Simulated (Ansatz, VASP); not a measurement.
## AlN in VASP and in Ansatz

Contents of INCAR:

```
ALGO = Normal ; EDIFF = 1E-6
EDIFFG = -0.01 ; ENCUT = 600
GGA = PE ; IBRION = 2
ISIF = 3 ; ISMEAR = 0
LASPH = T ; LCHARG = F
LREAL = F ; LWAVE = F
NELM = 80 ; NSW = 80
PREC = Accurate ; SIGMA = 0.02
```

The input KPOINTS:

```
k-points
0
Gamma
  12 12 6
```

File POSCAR:

```
AlN
1.0
    3.1440119226      0.0000000000      0.0000000000
   -1.5720059613      2.7227941948      0.0000000000
    0.0000000000      0.0000000000      5.1597551857
Al N
2 2
Direct
    0.3333333333      0.6666666667      0.4995817072
    0.6666666667      0.3333333333      0.9995817072
    0.3333333333      0.6666666667      0.8754182928
    0.6666666667      0.3333333333      0.3754182928
```

Input for Ansatz:

```yaml
crystal:
  lattice:
    - [3.1440119226, 0.0, 0.0]
    - [-1.5720059613, 2.7227941948, 0.0]
    - [0.0, 0.0, 5.1597551857]
  atoms:
    - { symbol: Al, position: [0.3333333333, 0.6666666667, 0.4995817072] }
    - { symbol: Al, position: [0.6666666667, 0.3333333333, 0.9995817072] }
    - { symbol: "N", position: [0.3333333333, 0.6666666667, 0.8754182928] }
    - { symbol: "N", position: [0.6666666667, 0.3333333333, 0.3754182928] }
basis:
  ecutwfc: 420
kpoints:
  mp_grid: { grid: [12, 12, 6] }
hamiltonian:
  xc: pbe
scf:
  occupations: { method: gaussian, width: 0.02 }
output:
  forces: true
  stress: true
  eigenvalues: true
relax:
  adjacent_minimum: "off"
  f_tol: 0.01
  max_steps: 60
  cell: { stress_tol: 0.1 }
```

Alike in both runs: task relaxation of cell and atoms; functional PBE; k mesh 12 × 12 × 6; occupations gaussian, width 0.02 eV; no spin polarisation.

|  | VASP | Ansatz |
| --- | --- | --- |
| version | VASP 6.6.1 | Ansatz 0.2.0 |
| potentials or method | VASP PAW PBE potentials, release 64 (Al, N) | scalar-relativistic, plane waves, PAW |
| plane-wave cutoff (eV) | 600 | 420 |
| valence electrons in the cell | 16 | 16 |

|  | VASP | Ansatz | Ansatz less VASP |
| --- | --- | --- | --- |
| gap on the k mesh at the Fermi level, each at its own relaxed structure (eV) | 4.06 | 4.03 | -0.031 |
| relaxed volume (Å³/atom) | 10.62 | 10.65 | +0.023 |
| relaxed cell length with the largest relative difference (Å) | 3.128 | 3.130 | +0.0026 |
| energy change over the relaxation (meV/atom) | -13 | -12 | +1.0 |

A k mesh can miss the band edges.
